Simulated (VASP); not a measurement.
# TiAl: training a force field on the fly

TiAl, P4/mmm (no. 123), 54 atoms in the cell. PBE, machine-learned force field trained on the fly; PAW potentials Ti, Al (PBE set).

## Input

INCAR.step1:
```
  PREC = Normal
  ENCUT = 270
  EDIFF = 1E-5
  LREAL = Auto
  ALGO = Fast
  NELMIN = 4
  NELM = 100
  ISYM = 0
  ISMEAR = 1
  SIGMA = 0.2
  LWAVE = F
  LCHARG = F
  IBRION = 0
  ISIF = 2
  TEBEG = 750
  POTIM = 2.0
  RANDOM_SEED = 671269 0 0
  MDALGO = 1
  ANDERSEN_PROB = 0.1
  NSW = 80
  ML_LMLFF = T
  ML_MODE = train
  ML_CTIFOR = 1E-6
  ML_ICRITERIA = 0
  ML_NMDINT = 1
```

INCAR.step2:
```
  PREC = Normal
  ENCUT = 270
  EDIFF = 1E-5
  LREAL = Auto
  ALGO = Fast
  NELMIN = 4
  NELM = 100
  ISYM = 0
  ISMEAR = 1
  SIGMA = 0.2
  LWAVE = F
  LCHARG = F
  IBRION = 0
  ISIF = 2
  TEBEG = 450
  POTIM = 2.0
  RANDOM_SEED = 744538 0 0
  MDALGO = 3
  LANGEVIN_GAMMA = 10 10
  NSW = 1500
  TEEND = 938
  ML_LMLFF = T
  ML_MODE = train
  ML_CTIFOR = 0.02
```

INCAR.step3:
```
  PREC = Normal
  ENCUT = 270
  EDIFF = 1E-5
  LREAL = Auto
  ALGO = Fast
  NELMIN = 4
  NELM = 100
  ISYM = 0
  ISMEAR = 1
  SIGMA = 0.2
  LWAVE = F
  LCHARG = F
  ML_LMLFF = T
  ML_MODE = refit
```

INCAR.step4:
```
  PREC = Normal
  ENCUT = 270
  ISYM = 0
  ISMEAR = 1
  SIGMA = 0.2
  LWAVE = F
  LCHARG = F
  ML_LMLFF = T
  ML_MODE = run
  NWRITE = 2
  IBRION = -1
  NSW = 0
```

INCAR.step5:
```
  PREC = Normal
  ENCUT = 270
  EDIFF = 1E-5
  LREAL = Auto
  ALGO = Fast
  NELMIN = 4
  NELM = 100
  ISYM = 0
  ISMEAR = 1
  SIGMA = 0.2
  LWAVE = F
  LCHARG = F
```

INCAR.step6:
```
  PREC = Normal
  ENCUT = 270
  ISYM = 0
  ISMEAR = 1
  SIGMA = 0.2
  LWAVE = F
  LCHARG = F
  ML_LMLFF = T
  ML_MODE = run
  NWRITE = 0
  IBRION = 2
  NSW = 300
  EDIFFG = -2E-4
  ISIF = 2
```

INCAR.step9, as INCAR.step6 but for:
```
- IBRION = 2
- NSW = 300
- EDIFFG = -2E-4
+ IBRION = 6
+ NFREE = 2
+ POTIM = 0.01
+ NSW = 1
+ PHON_LMC = T
+ PHON_NSTRUCT = -1
```

KPOINTS.step1:
```
k-points
0
Monkhorst-Pack
  2 2 1
```

KPOINTS.step4:
```
k-points
0
Gamma
  1 1 1
```

POSCAR.step1:
```
TiAl
1.0
    8.5119000000      0.0000000000      0.0000000000
    0.0000000000      8.5119000000      0.0000000000
    0.0000000000      0.0000000000     12.1773000000
Ti Al
27 27
Direct
    0.0082034600     -0.0081518300     -0.0047109100
   -0.0002795700     -0.0001547700      0.3345824000
    0.0073881100      0.0016131400      0.6650785600
   -0.0062925800      0.3382081700     -0.0066003300
    0.0033619000      0.3248356100      0.3330016000
    0.0020180700      0.3322340700      0.6663341600
    0.0098835600      0.6587397500     -0.0014176500
   -0.0023533800      0.6617932400      0.3334464100
   -0.0014885400      0.6618813900      0.6695257200
    0.3317874200     -0.0040634000     -0.0006963700
    0.3333799100     -0.0036648400      0.3312843600
    0.3241727100     -0.0015783100      0.6661370800
    0.3243931800      0.3410420900      0.0066191500
    0.3267642700      0.3286469000      0.3300491700
    0.3339912100      0.3244696900      0.6657873300
    0.3410781500      0.6650672000      0.0001236000
    0.3307349100      0.6771581500      0.3386391200
    0.3399313600      0.6747881400      0.6697750100
    0.6660871600      0.0020132300     -0.0008223800
    0.6637315700     -0.0080465800      0.3293774500
    0.6659627000     -0.0039440400      0.6724298600
    0.6606075900      0.3229507600     -0.0016270000
    0.6756008700      0.3323357700      0.3281152600
    0.6687786500      0.3366375700      0.6628867400
    0.6698571600      0.6577182200      0.0013240500
    0.6699932300      0.6731321600      0.3324044500
    0.6612710000      0.6661863200      0.6696835600
    0.1674460500      0.1616799100      0.1704257100
    0.1697516300      0.1695306400      0.5001564100
    0.1591830900      0.1643970700      0.8285984800
    0.1692692500      0.4845754600      0.1724337200
    0.1746025800      0.5044369400      0.4980476200
    0.1626369100      0.5032993000      0.8355734100
    0.1594324700      0.8377361200      0.1722298400
    0.1647406700      0.8303195100      0.5004930300
    0.1725143200      0.8365449800      0.8304585300
    0.4981523900      0.1655932200      0.1684706900
    0.4961112000      0.1750754700      0.5074017200
    0.5021391100      0.1629494000      0.8310106300
    0.5032019800      0.4988804600      0.1683498700
    0.5021958400      0.4939899300      0.4943521300
    0.5077033400      0.5070297400      0.8292038700
    0.5019234800      0.8384949700      0.1696779900
    0.4961876400      0.8265492300      0.4985239300
    0.5026983000      0.8392901800      0.8263391300
    0.8350751300      0.1632194500      0.1641714300
    0.8349998700      0.1687819600      0.5003586700
    0.8424206500      0.1632263800      0.8278096400
    0.8337257100      0.4934080400      0.1614504200
    0.8296457700      0.5002494800      0.4898638800
    0.8299352300      0.4942206200      0.8323099100
    0.8445521500      0.8362380100      0.1635747500
    0.8343711300      0.8272415400      0.4965535200
    0.8403776700      0.8256322100      0.8279546000
```

Commands (each step's output is kept before the next begins):
```
cat potpaw_PBE.64/Ti/POTCAR potpaw_PBE.64/Al/POTCAR > POTCAR
cp INCAR.step1 INCAR
cp KPOINTS.step1 KPOINTS
cp POSCAR.step1 POSCAR
mpirun -np 8 vasp_std > vasp.out
cp ML_ABN ../ML_AB
cp CONTCAR POSCAR
cp ../ML_AB ML_AB
cp INCAR.step2 INCAR
mpirun -np 8 vasp_std > vasp.out
cp ML_ABN ../ML_AB
cp CONTCAR POSCAR
cp ../ML_AB ML_AB
cp INCAR.step3 INCAR
mpirun -np 8 vasp_std > vasp.out
cp ML_FFN ../ML_FF
cp ../ML_FF ML_FF
rm ML_AB
cp INCAR.step4 INCAR
cp KPOINTS.step4 KPOINTS
mpirun -np 8 vasp_gam > vasp.out
cp INCAR.step5 INCAR
cp KPOINTS.step1 KPOINTS
mpirun -np 8 vasp_std > vasp.out
cp INCAR.step6 INCAR
cp KPOINTS.step4 KPOINTS
mpirun -np 8 vasp_gam > vasp.out
cp CONTCAR ../POSCAR.min
cp CONTCAR POSCAR
cp INCAR.step5 INCAR
cp KPOINTS.step1 KPOINTS
mpirun -np 8 vasp_std > vasp.out
cp INCAR.step4 INCAR
cp KPOINTS.step4 KPOINTS
mpirun -np 8 vasp_gam > vasp.out
cp INCAR.step9 INCAR
mpirun -np 8 vasp_gam > vasp.out
cp DYNMATFULL ../DYNMATFULL
```

## Result

- Force error of the fit (eV/Å): 0.023
- Energy error of the fit (eV/atom): 0.0002

The training runs are MD at 450 to 938 K, 3.2 ps in all.

Between the relaxed minimum and a frame of the training run, the force field gives 6.115 eV and DFT 6.071 eV.

So the force field is off by 0.04 eV there.

ML_LOGFILE.step1:
```
# STATUS This line describes the overall status of each step.
# STATUS
# STATUS nstep ..... MD time step or input structure counter
# STATUS state ..... One-word description of step action
# STATUS             - "accurate"  (1) : Errors are low, force field is used
# STATUS             - "threshold" (2) : Errors exceeded threshold, structure is sampled from ab initio
# STATUS             - "learning"  (3) : Stored configurations are used for training force field
# STATUS             - "critical"  (4) : Errors are high, ab initio sampling and learning is enforced
# STATUS             - "predict"   (5) : Force field is used in prediction mode only, no error checking
# STATUS             - "predfast"  (6) : Prediction mode only, no error checking, no error estimates
# STATUS             - "interval"  (7) : Errors exceeded threshold, but too close to last sampling (ML_NMDINT)
# STATUS is ........ Integer representation of above one-word description (integer in parenthesis)
# STATUS doabin .... Perform ab initio calculation (T/F)
# STATUS iff ....... Force field available (T/F, False after startup hints to possible convergence problems)
[... 34 lines left out ...]
BEEF                   77   1.00000000E-06   1.73205081E-05   1.00000000E-05   1.00000000E-06   0.00000000E+00   0.00000000E+00
BEEF                   78   1.00000000E-06   1.73205081E-05   1.00000000E-05   1.00000000E-06   0.00000000E+00   0.00000000E+00
BEEF                   79   1.00000000E-06   1.73205081E-05   1.00000000E-05   1.00000000E-06   0.00000000E+00   0.00000000E+00
BEEF                   80   1.00000000E-06   1.73205081E-05   1.00000000E-05   1.00000000E-06   0.00000000E+00   0.00000000E+00
ERR                    77   2.88903838E-02   6.23987247E-01   4.82999448E+00
ERR                    78   2.88903838E-02   6.23987247E-01   4.82999448E+00
ERR                    79   2.88903838E-02   6.23987247E-01   4.82999448E+00
ERR                    80   2.88903838E-02   6.23987247E-01   4.82999448E+00
```

ML_LOGFILE.step2:
```
# STATUS This line describes the overall status of each step.
# STATUS
# STATUS nstep ..... MD time step or input structure counter
# STATUS state ..... One-word description of step action
# STATUS             - "accurate"  (1) : Errors are low, force field is used
# STATUS             - "threshold" (2) : Errors exceeded threshold, structure is sampled from ab initio
# STATUS             - "learning"  (3) : Stored configurations are used for training force field
# STATUS             - "critical"  (4) : Errors are high, ab initio sampling and learning is enforced
# STATUS             - "predict"   (5) : Force field is used in prediction mode only, no error checking
# STATUS             - "predfast"  (6) : Prediction mode only, no error checking, no error estimates
# STATUS             - "interval"  (7) : Errors exceeded threshold, but too close to last sampling (ML_NMDINT)
# STATUS is ........ Integer representation of above one-word description (integer in parenthesis)
# STATUS doabin .... Perform ab initio calculation (T/F)
# STATUS iff ....... Force field available (T/F, False after startup hints to possible convergence problems)
[... 34 lines left out ...]
BEEF                 1497   2.97071543E-06   1.59297477E-02   6.71236042E-03   2.00000000E-02   2.47686565E-01   1.81895861E-01
BEEF                 1498   2.95732011E-06   1.58302799E-02   6.69384797E-03   2.00000000E-02   2.42177325E-01   1.77524366E-01
BEEF                 1499   2.94325652E-06   1.58550712E-02   6.70451660E-03   2.00000000E-02   2.36050280E-01   1.72601811E-01
BEEF                 1500   2.89189798E-06   1.54550169E-02   6.61386454E-03   1.97189670E-02   2.16175780E-01   1.57280819E-01
ERR                  1289   2.18091771E-04   2.32582806E-02   2.83595202E-01
ERR                  1412   2.36922352E-04   2.37752373E-02   2.94822537E-01
ERR                  1464   2.38024728E-04   2.42906729E-02   2.98744270E-01
ERR                  1500   2.52312286E-04   2.43715702E-02   3.11854040E-01
```

ML_LOGFILE.step3:
```
# STATUS This line describes the overall status of each step.
# STATUS
# STATUS nstep ..... MD time step or input structure counter
# STATUS state ..... One-word description of step action
# STATUS             - "accurate"  (1) : Errors are low, force field is used
# STATUS             - "threshold" (2) : Errors exceeded threshold, structure is sampled from ab initio
# STATUS             - "learning"  (3) : Stored configurations are used for training force field
# STATUS             - "critical"  (4) : Errors are high, ab initio sampling and learning is enforced
# STATUS             - "predict"   (5) : Force field is used in prediction mode only, no error checking
# STATUS             - "predfast"  (6) : Prediction mode only, no error checking, no error estimates
# STATUS             - "interval"  (7) : Errors exceeded threshold, but too close to last sampling (ML_NMDINT)
# STATUS is ........ Integer representation of above one-word description (integer in parenthesis)
# STATUS doabin .... Perform ab initio calculation (T/F)
# STATUS iff ....... Force field available (T/F, False after startup hints to possible convergence problems)
[... 19 lines left out ...]
# BEEF bee_max_stress ... Bayesian error estimate of stresses (max) (kB)
# BEEF bee_ave_stress ... Bayesian error estimate of stresses (average) (kB)
# BEEF              nstep       bee_energy    bee_max_force    bee_ave_force        threshold   bee_max_stress   bee_ave_stress
# BEEF                  2                3                4                5                6                7                8
# SPRSC This line shows the results of sparsification regarding the number
# SPRSC of reference structures and local reference configurations.
# SPRSC
STATUS                  0  learning  3      T      F         0         0
STATUS                  1  accurate  1      F      T         1         1
SPRSC                   0        72        72 Ti       429       429 Al       432       432
ERR                     0   2.49455024E-04   2.26856255E-02   2.53437125E-01
```

VASP 6.6.1 took 1366 s on 8 cores (Intel Xeon Platinum 8488C (Sapphire Rapids)), a shared host.
